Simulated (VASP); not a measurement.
# ZnSe (Stilleite) (F-43m) in VASP: notebook, part 2 of 2

VASP 6.6.1. The steps go on from the part before.

## (4) Dielectric tensor, LDA

Input file INCAR:

```
  PREC = Accurate
  ENCUT = 400
  EDIFF = 1E-8
  ISMEAR = 0
  SIGMA = 0.01
  LREAL = F
  LASPH = T
  NELM = 100
  ALGO = Normal
  ISIF = 2
  LWAVE = F
  LCHARG = F
  LEPSILON = T
```

Input file KPOINTS:

```
regular mesh
0
Gamma
  8 8 8
```

Input file POSCAR:

```
ZnSe
1.0
    0.0000000000      2.8338000000      2.8338000000
    2.8338000000      0.0000000000      2.8338000000
    2.8338000000      2.8338000000      0.0000000000
Se Zn
1 1
Direct
    0.7500000000      0.7500000000      0.7500000000
    0.0000000000      0.0000000000      0.0000000000
```

Potentials or basis: VASP PAW LDA potentials, release 64 (Se, Zn).

The run is started by

```sh
$ cat potpaw_LDA.64/Se/POTCAR potpaw_LDA.64/Zn/POTCAR > POTCAR
$ mpirun -np 1 vasp_std > vasp.out
```

OUTCAR:

```text
PREC = Accurate
   ENCUT = 400
   EDIFF = 1E-8
   ISMEAR = 0
   LREAL = F
   LASPH = T
   NELM = 100
   ISIF = 2
   LEPSILON = T

 Found     29 irreducible k-points:

 Following reciprocal coordinates:
            Coordinates               Weight
  0.000000  0.000000  0.000000      1.000000
  0.125000  0.000000  0.000000      8.000000
  0.250000  0.000000  0.000000      8.000000
  0.375000  0.000000  0.000000      8.000000
  0.500000  0.000000  0.000000      4.000000
  0.125000  0.125000  0.000000      6.000000
   k-points           NKPTS =     29   k-points in BZ     NKDIM =     29   number of bands    NBANDS=     13
   number of dos      NEDOS =    301   number of ions     NIONS =      2
   total plane-waves  NPLWV =  21952
   dimension x,y,z NGX =    28 NGY =   28 NGZ =   28
   dimension x,y,z NGXF=    56 NGYF=   56 NGZF=   56
   ions per type =               1   1
   NGX,Y,Z   is equivalent  to a cutoff of  11.62, 11.62, 11.62 a.u.
   NGXF,Y,Z  is equivalent  to a cutoff of  23.23, 23.23, 23.23 a.u.
 SYSTEM =  unknown system
   PREC   = accura    normal or accurate (medium, high low for compatibility)
   ISTART =      0    job   : 0-new  1-cont  2-samecut
   ICHARG =      2    charge: 1-file 2-atom 10-const
   ISPIN  =      1    spin polarized calculation?
   LNONCOLLINEAR =      F non collinear calculations
   LSORBIT =      F    spin-orbit coupling
   LASPH  =      T    aspherical Exc in radial PAW
   ENCUT  =  400.0 eV  29.40 Ry    5.42 a.u.   6.54  6.54  6.54*2*pi/ulx,y,z
   NELM   =    100;   NELMIN=  2; NELMDL= -5     # of ELM steps
   EDIFF  = 0.1E-07   stopping-criterion for ELM
   LREAL  =      F    real-space projection
   EDIFFG = 0.1E-06   stopping-criterion for IOM
   NSW    =      0    number of steps for IOM
   IBRION =     -1    ionic relax: 0-MD 1-quasi-New 2-CG
   NFREE  =      0    steps in history (QN), initial steepest desc. (CG)
   ISIF   =      2    stress and relaxation
   ISYM   =      2    0-nonsym 1-usesym 2-fastsym
   POTIM  = 0.5000    time-step for ionic-motion
   TEBEG  =    0.0;   TEEND  =   0.0 temperature during run
[... 170 lines left out ...]
           9.144534    -0.000000     0.000000
          -0.000000     9.144534     0.000000
           0.000000     0.000000     9.144534
 ------------------------------------------------------

 Free energy of the ion-electron system (eV)
  ---------------------------------------------------
  ---------------------------------------------------
  free energy    TOTEN  =        -1.00974330 eV

  energy without entropy =       -1.00974330

------------------------ aborting loop because EDIFF is reached ----------------------------------------

--------------------------------------- Ionic step        2  -------------------------------------------

------------------------ aborting loop because EDIFF is reached ----------------------------------------

--------------------------------------- Ionic step        3  -------------------------------------------

 Free energy of the ion-electron system (eV)
  ---------------------------------------------------
  ---------------------------------------------------
  free energy    TOTEN  =        -1.00974398 eV

  energy without entropy =       -1.00974398

------------------------ aborting loop because EDIFF is reached ----------------------------------------

 PIEZOELECTRIC TENSOR FIELD DIRECTION 3  (e Angst)
 -----------------------------------------------------------------------------
    -0.00082  2.07227  0.00000           (  0.00000 -0.03472  0.00000)
     2.07227 -0.00082  0.00000           ( -0.03472  0.00000  0.00000)
     0.00000  0.00000 -0.00010           (  0.00000  0.00000 -0.00000)

 PIEZOELECTRIC TENSOR FIELD DIRECTION 3  (C/m^2)
 -----------------------------------------------------------------------------
    -0.00029  0.72949  0.00000
     0.72949 -0.00029  0.00000
     0.00000  0.00000 -0.00003

 MACROSCOPIC STATIC DIELECTRIC TENSOR (including local field effects in DFT)
 ------------------------------------------------------
           8.625778     0.000000    -0.000000
           0.000000     8.625778     0.000000
          -0.000000    -0.000000     8.625778
 ------------------------------------------------------

 PIEZOELECTRIC TENSOR (including local field effects)  for field in x, y, z        (e  Angst)
          XX          YY          ZZ          XY          YZ          ZX
  --------------------------------------------------------------------------------
  x     0.00000     0.00000    -0.00000     0.00000     2.08816     0.00000
  y     0.00000     0.00000     0.00000     0.00000    -0.00000     2.08816
  z    -0.00000    -0.00000     0.00000     2.08816     0.00000     0.00000

 PIEZOELECTRIC TENSOR (including local field effects)  for field in x, y, z        (C/m^2)
          XX          YY          ZZ          XY          YZ          ZX
  --------------------------------------------------------------------------------
  x     0.00000     0.00000    -0.00000     0.00000     0.73508     0.00000
  y     0.00000     0.00000     0.00000     0.00000    -0.00000     0.73508
  z    -0.00000    -0.00000     0.00000     0.73508     0.00000     0.00000

 BORN EFFECTIVE CHARGES (including local field effects) (in |e|, cummulative output)
 ---------------------------------------------------------------------------------
 ion    1
    1    -2.09739     0.00000     0.00000
    2     0.00000    -2.09739     0.00000
    3     0.00000     0.00000    -2.09739
 ion    2
    1     2.09739     0.00000     0.00000
    2     0.00000     2.09739     0.00000
    3    -0.00000    -0.00000     2.09739
```

stdout:

```text
POSCAR found type information on POSCAR SeZn
 POSCAR found :  2 types and       2 ions
 scaLAPACK will be used
 LDA part: xc-table for (Slater(with rela. corr.)+CA(PZ))
 , standard interpolation
 POSCAR, INCAR and KPOINTS ok, starting setup
 FFT: planning ... GRIDC
 FFT: planning ... GRID_SOFT
 FFT: planning ... GRID
 WAVECAR not read
 entering main loop
 Linear response reoptimize wavefunctions to high precision
 Linear response G [H, r] |phi>, progress :
  Direction:   1
 Linear response G [H, r] |phi>, progress :
  Direction:   2
 Linear response G [H, r] |phi>, progress :
  Direction:   3
 Linear response to external field (no local field effect), progress :
  Direction:   1
 dielectric tensor                  component  1 :    10.376     4.186     1.111
 Linear response to external field (no local field effect), progress :
  Direction:   2
 dielectric tensor                  component  2 :     4.185    10.790    -1.422
 Linear response to external field (no local field effect), progress :
  Direction:   3
 dielectric tensor                  component  3 :     1.114    -1.423     6.267
 Linear response to external field, progress :
  Direction:   1
 dielectric tensor                  component  1 :     8.626     1.929     0.850
 Linear response to external field, progress :
  Direction:   2
 dielectric tensor                  component  2 :     1.878     8.626     0.732
 Linear response to external field, progress :
  Direction:   3
 dielectric tensor                  component  3 :     1.488     1.290     8.626
 Born effective charges drift removed
```

It took 2.5 min on 1 thread of AMD EPYC 9R14 (Zen 4), shared host; peak memory 0.2 GiB.

The run converged, but some of its settings lie outside the range that counts as converged, so its numbers aren't taken as properties of the crystal.

What came out:

| Quantity | Value |
| --- | --- |
| Band gap on the k mesh | 1.07 eV, direct |
| Electronic dielectric tensor (diagonal) | 8.63 |
| Born charges (mean of the diagonal) | Se -2.10; Zn +2.10 e |

## (5) Dielectric tensor, LDA

INCAR: that of step 4 with these lines changed.

```diff
@@ -1,3 +1,3 @@
   PREC = Accurate
-  ENCUT = 400
+  ENCUT = 300
   EDIFF = 1E-8
```

Input file KPOINTS:

```
regular mesh
0
Gamma
  10 10 10
```

POSCAR is that of step 4.

Potentials or basis: VASP PAW LDA potentials, release 64 (Se, Zn).

The run is started by

```sh
$ cat potpaw_LDA.64/Se/POTCAR potpaw_LDA.64/Zn/POTCAR > POTCAR
$ mpirun -np 1 vasp_std > vasp.out
```

OUTCAR:

```text
PREC = Accurate
   ENCUT = 300
   EDIFF = 1E-8
   ISMEAR = 0
   LREAL = F
   LASPH = T
   NELM = 100
   ISIF = 2
   LEPSILON = T

 Found     47 irreducible k-points:

 Following reciprocal coordinates:
            Coordinates               Weight
  0.000000  0.000000  0.000000      1.000000
  0.100000  0.000000  0.000000      8.000000
  0.200000  0.000000  0.000000      8.000000
  0.300000  0.000000  0.000000      8.000000
  0.400000  0.000000  0.000000      8.000000
  0.500000  0.000000  0.000000      4.000000
   k-points           NKPTS =     47   k-points in BZ     NKDIM =     47   number of bands    NBANDS=     13
[... 235 lines left out ...]
    -0.00029  0.71319  0.00000
     0.71319 -0.00029  0.00000
     0.00000  0.00000 -0.00016

 MACROSCOPIC STATIC DIELECTRIC TENSOR (including local field effects in DFT)
 ------------------------------------------------------
           8.032435    -0.000000    -0.000000
           0.000000     8.032435     0.000000
          -0.000000     0.000000     8.032435
 ------------------------------------------------------

 PIEZOELECTRIC TENSOR (including local field effects)  for field in x, y, z        (e  Angst)
          XX          YY          ZZ          XY          YZ          ZX
  --------------------------------------------------------------------------------
  x    -0.00000     0.00000    -0.00000     0.00000     2.03747     0.00000
  y     0.00000    -0.00000    -0.00000     0.00000     0.00000     2.03747
  z     0.00000     0.00000    -0.00000     2.03747     0.00000     0.00000

 PIEZOELECTRIC TENSOR (including local field effects)  for field in x, y, z        (C/m^2)
          XX          YY          ZZ          XY          YZ          ZX
  --------------------------------------------------------------------------------
  x    -0.00000     0.00000    -0.00000     0.00000     0.71724     0.00000
  y     0.00000    -0.00000    -0.00000     0.00000     0.00000     0.71724
  z     0.00000     0.00000    -0.00000     0.71724     0.00000     0.00000

 BORN EFFECTIVE CHARGES (including local field effects) (in |e|, cummulative output)
 ---------------------------------------------------------------------------------
 ion    1
    1    -2.06617     0.00000     0.00000
    2     0.00000    -2.06617     0.00000
    3     0.00000     0.00000    -2.06617
 ion    2
    1     2.06617     0.00000     0.00000
    2    -0.00000     2.06617    -0.00000
    3     0.00000     0.00000     2.06617
```

OSZICAR:

```text
N       E                     dE             d eps       ncg     rms          rms(c)
[... 13 lines left out ...]
RMM:   5    -0.931953304683E+00   -0.80366E-02   -0.17267E-03  7704   0.244E-01    0.238E-02
RMM:   6    -0.932603587436E+00   -0.65028E-03   -0.27091E-05  7288   0.572E-02    0.142E-02
RMM:   7    -0.932879565679E+00   -0.27598E-03    0.30401E-06  7759   0.172E-02    0.208E-03
RMM:   8    -0.932911434026E+00   -0.31868E-04    0.18651E-06  7360   0.447E-03    0.958E-04
RMM:   9    -0.932905726889E+00    0.57071E-05    0.21160E-07  8021   0.140E-03    0.218E-04
RMM:  10    -0.932909058511E+00   -0.33316E-05    0.10876E-07  6574   0.369E-04    0.402E-05
RMM:  11    -0.932909907465E+00   -0.84895E-06    0.13702E-08  4787   0.126E-04    0.171E-05
RMM:  12    -0.932909460428E+00    0.44704E-06   -0.85682E-10  3400   0.688E-05    0.297E-06
```

stdout:

```text
POSCAR found type information on POSCAR SeZn
 POSCAR found :  2 types and       2 ions
 scaLAPACK will be used
 LDA part: xc-table for (Slater(with rela. corr.)+CA(PZ))
 , standard interpolation
 POSCAR, INCAR and KPOINTS ok, starting setup
 FFT: planning ... GRIDC
 FFT: planning ... GRID_SOFT
 FFT: planning ... GRID
 WAVECAR not read
 entering main loop
 Linear response reoptimize wavefunctions to high precision
 Linear response G [H, r] |phi>, progress :
  Direction:   1
 Linear response G [H, r] |phi>, progress :
  Direction:   2
 Linear response G [H, r] |phi>, progress :
  Direction:   3
 Linear response to external field (no local field effect), progress :
  Direction:   1
 dielectric tensor                  component  1 :     9.695     4.133     1.023
 Linear response to external field (no local field effect), progress :
  Direction:   2
 dielectric tensor                  component  2 :     4.132    10.313    -1.482
 Linear response to external field (no local field effect), progress :
  Direction:   3
 dielectric tensor                  component  3 :     1.027    -1.483     5.663
 Linear response to external field, progress :
  Direction:   1
 dielectric tensor                  component  1 :     8.032     1.688     0.859
 Linear response to external field, progress :
  Direction:   2
 dielectric tensor                  component  2 :     1.564     8.032     0.738
 Linear response to external field, progress :
  Direction:   3
 dielectric tensor                  component  3 :     1.262     1.284     8.032
 Born effective charges drift removed
```

Run time: 2.5 min. Hardware: 1 thread of AMD EPYC 9R14 (Zen 4), shared host; peak memory 0.2 GiB.

The run converged, but some of its settings lie outside the range that counts as converged, so its numbers aren't taken as properties of the crystal.

What came out:

```
Band gap on the k mesh                  : 1.06 eV, direct
Electronic dielectric tensor (diagonal) : 8.03
Born charges (mean of the diagonal)     : Se -2.07; Zn +2.07 e
```

Caveat: the cutoff is under 1.25 times the usual one of these potentials, so pressure, stress and relaxed cells hold a basis-set (Pulay) error.

## (6) Dielectric tensor, LDA

INCAR: that of step 5 with these lines changed.

```diff
@@ -1,3 +1,3 @@
   PREC = Accurate
-  ENCUT = 300
+  ENCUT = 350
   EDIFF = 1E-8
```

KPOINTS is that of step 5.

POSCAR is that of step 5.

Potentials or basis: VASP PAW LDA potentials, release 64 (Se, Zn).

The run is started by

```sh
$ cat potpaw_LDA.64/Se/POTCAR potpaw_LDA.64/Zn/POTCAR > POTCAR
$ mpirun -np 1 vasp_std > vasp.out
```

OUTCAR:

```text
PREC = Accurate
   ENCUT = 350
   EDIFF = 1E-8
   ISMEAR = 0
   LREAL = F
   LASPH = T
   NELM = 100
   ISIF = 2
   LEPSILON = T

 Found     47 irreducible k-points:

 Following reciprocal coordinates:
            Coordinates               Weight
  0.000000  0.000000  0.000000      1.000000
  0.100000  0.000000  0.000000      8.000000
  0.200000  0.000000  0.000000      8.000000
  0.300000  0.000000  0.000000      8.000000
  0.400000  0.000000  0.000000      8.000000
  0.500000  0.000000  0.000000      4.000000
   k-points           NKPTS =     47   k-points in BZ     NKDIM =     47   number of bands    NBANDS=     13
   number of dos      NEDOS =    301   number of ions     NIONS =      2
   total plane-waves  NPLWV =  13824
   dimension x,y,z NGX =    24 NGY =   24 NGZ =   24
   dimension x,y,z NGXF=    48 NGYF=   48 NGZF=   48
   ions per type =               1   1
   NGX,Y,Z   is equivalent  to a cutoff of   9.96,  9.96,  9.96 a.u.
   NGXF,Y,Z  is equivalent  to a cutoff of  19.91, 19.91, 19.91 a.u.
 SYSTEM =  unknown system
   PREC   = accura    normal or accurate (medium, high low for compatibility)
   ISTART =      0    job   : 0-new  1-cont  2-samecut
   ICHARG =      2    charge: 1-file 2-atom 10-const
   ISPIN  =      1    spin polarized calculation?
   LNONCOLLINEAR =      F non collinear calculations
   LSORBIT =      F    spin-orbit coupling
   LASPH  =      T    aspherical Exc in radial PAW
   ENCUT  =  350.0 eV  25.72 Ry    5.07 a.u.   6.11  6.11  6.11*2*pi/ulx,y,z
   NELM   =    100;   NELMIN=  2; NELMDL= -5     # of ELM steps
   EDIFF  = 0.1E-07   stopping-criterion for ELM
   LREAL  =      F    real-space projection
   EDIFFG = 0.1E-06   stopping-criterion for IOM
   NSW    =      0    number of steps for IOM
   IBRION =     -1    ionic relax: 0-MD 1-quasi-New 2-CG
   NFREE  =      0    steps in history (QN), initial steepest desc. (CG)
   ISIF   =      2    stress and relaxation
   ISYM   =      2    0-nonsym 1-usesym 2-fastsym
   POTIM  = 0.5000    time-step for ionic-motion
   TEBEG  =    0.0;   TEEND  =   0.0 temperature during run
[... 169 lines left out ...]
           8.551205    -0.000000    -0.000000
           0.000000     8.551205     0.000000
           0.000000    -0.000000     8.551205
 ------------------------------------------------------

 Free energy of the ion-electron system (eV)
  ---------------------------------------------------
  ---------------------------------------------------
  free energy    TOTEN  =        -0.93215390 eV

  energy without entropy =       -0.93215390

------------------------ aborting loop because EDIFF is reached ----------------------------------------

--------------------------------------- Ionic step        2  -------------------------------------------

------------------------ aborting loop because EDIFF is reached ----------------------------------------

--------------------------------------- Ionic step        3  -------------------------------------------

 Free energy of the ion-electron system (eV)
  ---------------------------------------------------
  ---------------------------------------------------
  free energy    TOTEN  =        -0.93215359 eV

  energy without entropy =       -0.93215359

------------------------ aborting loop because EDIFF is reached ----------------------------------------

 PIEZOELECTRIC TENSOR FIELD DIRECTION 3  (e Angst)
 -----------------------------------------------------------------------------
    -0.00083  2.02483  0.00000           (  0.00000 -0.03118  0.00000)
     2.02483 -0.00083  0.00000           ( -0.03118  0.00000  0.00000)
     0.00000  0.00000 -0.00047           (  0.00000  0.00000 -0.00000)

 PIEZOELECTRIC TENSOR FIELD DIRECTION 3  (C/m^2)
 -----------------------------------------------------------------------------
    -0.00029  0.71279  0.00000
     0.71279 -0.00029  0.00000
     0.00000  0.00000 -0.00017

 MACROSCOPIC STATIC DIELECTRIC TENSOR (including local field effects in DFT)
 ------------------------------------------------------
           8.026501    -0.000000    -0.000000
          -0.000000     8.026501     0.000000
           0.000000     0.000000     8.026501
 ------------------------------------------------------

 PIEZOELECTRIC TENSOR (including local field effects)  for field in x, y, z        (e  Angst)
          XX          YY          ZZ          XY          YZ          ZX
  --------------------------------------------------------------------------------
  x    -0.00000    -0.00000    -0.00000     0.00000     2.03633     0.00000
  y    -0.00000    -0.00000    -0.00000     0.00000     0.00000     2.03633
  z    -0.00000    -0.00000    -0.00000     2.03633     0.00000     0.00000

 PIEZOELECTRIC TENSOR (including local field effects)  for field in x, y, z        (C/m^2)
          XX          YY          ZZ          XY          YZ          ZX
  --------------------------------------------------------------------------------
  x    -0.00000    -0.00000    -0.00000     0.00000     0.71684     0.00000
  y    -0.00000    -0.00000    -0.00000     0.00000     0.00000     0.71684
  z    -0.00000    -0.00000    -0.00000     0.71684     0.00000     0.00000

 BORN EFFECTIVE CHARGES (including local field effects) (in |e|, cummulative output)
 ---------------------------------------------------------------------------------
 ion    1
    1    -2.06570     0.00000     0.00000
    2     0.00000    -2.06570     0.00000
    3     0.00000     0.00000    -2.06570
 ion    2
    1     2.06570    -0.00000    -0.00000
    2     0.00000     2.06570     0.00000
    3     0.00000     0.00000     2.06570
```

Run time: 2.6 min. Hardware: 1 thread of AMD EPYC 9R14 (Zen 4), shared host; peak memory 0.23 GiB.

These settings aren't checked as converged: the numbers below hold their error.

What came out:

```yaml
Band_gap_on_the_k_mesh: 1.07 eV, direct
Electronic_dielectric_tensor_diagonal: 8.03
Born_charges_mean_of_the_diagonal: Se -2.07; Zn +2.07 e
```

## (7) For comparison

An earlier run on the cell as given: functional PBE; potentials or basis VASP PAW PBE potentials, release 64 (Se, Zn); cutoff 520 eV; k mesh 8 × 8 × 8; occupations fermi-dirac, width 0.05 eV; no spin polarisation.

* Pressure: 2.3 GPa
* Band gap on the k mesh: 1.29 eV, direct
